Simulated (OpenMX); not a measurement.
**TiAl3 in OpenMX: the effect of biaxial strain**

The system is TiAl3.

```xyz
4
Lattice="-1.8347 1.8347 4.2807 1.8347 -1.8347 4.2807 1.8347 1.8347 -4.2807" Properties=species:S:1:pos:R:3 pbc="T T T"
Ti    0.0000    0.0000    0.0000
Al    1.8347    0.0000    2.1403
Al    0.0000    1.8347    2.1403
Al    0.0000    0.0000    4.2807
```

The cell comes from a database or a generator and needn't be the stable form of this composition.

Alike in all runs:

```yaml
Program: OpenMX 3.8.5
Task: single point
Functional: PBE
Potentials_or_basis: OpenMX 2013 PBE set, Ti7.0-s3p2d2, Al7.0-s2p2d1, grid cutoff 400 Ry
k_mesh: 7 × 7 × 7
Occupations: fermi-dirac, width 0.05 eV
Spin: no spin polarisation
```

| biaxial strain | pressure (GPa) |
| --- | --- |
| -4 % | 12.8 |
| -2 % | 6.7 |
| 0 % | 1.7 |
| 2 % | -2.5 |
| 4 % | ? |

Question: What does the run with biaxial strain 4 % give?

Answer: Pressure -6.0 GPa.

Worked out: A parabola through the other rows of the pressure, of slope -1.36 GPa per % there, extrapolates to -5.7 GPa, against the run's -6.0.

Caveats: the basis of atomic orbitals isn't converged, which shifts pressures, moduli and gaps.
